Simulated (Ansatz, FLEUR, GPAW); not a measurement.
# Al: programs and potentials compared

```xyz
1
Lattice="0.0000 2.0248 2.0248 2.0248 0.0000 2.0248 2.0248 2.0248 0.0000" Properties=species:S:1:pos:R:3 pbc="T T T"
Al    0.0000    0.0000    0.0000
```

Alike in all runs: task equation of state; functional revPBE; k mesh 11 × 11 × 11; occupations fermi-dirac, width 0.05 eV; no spin polarisation; no spin-orbit coupling.

```tsv
program and potentials	plane-wave cutoff (eV)	notes	equilibrium volume (Å³/atom)	bulk modulus (GPa)
Ansatz, Ansatz PAW	420	potentials made for PBE, which Ansatz adapts in part	16.75	77.4
GPAW, the program's PAW data sets (release 1.2.1) made for this functional	600	-	16.78	77.6
FLEUR, all-electron, FLAPW	-	-	16.76	77.2
```

The equilibrium volume spans 16.75 (Ansatz, Ansatz PAW) to 16.78 Å³/atom (GPAW, the program's PAW data sets (release 1.2.1) made for this functional), with all-electron results at 16.76. The bulk modulus spans 77.2 (FLEUR, all-electron, FLAPW) to 77.6 GPa (GPAW, the program's PAW data sets (release 1.2.1) made for this functional), with all-electron results at 77.2. Some sets were made for another functional than the one run, which can shift their rows. For a metal such a mesh isn't converged, which the comparison doesn't need.

Differences between rows come from potentials, basis sets and numerical settings, since the functional is the same but for its coding. Runs on potential files found faulty are left out.
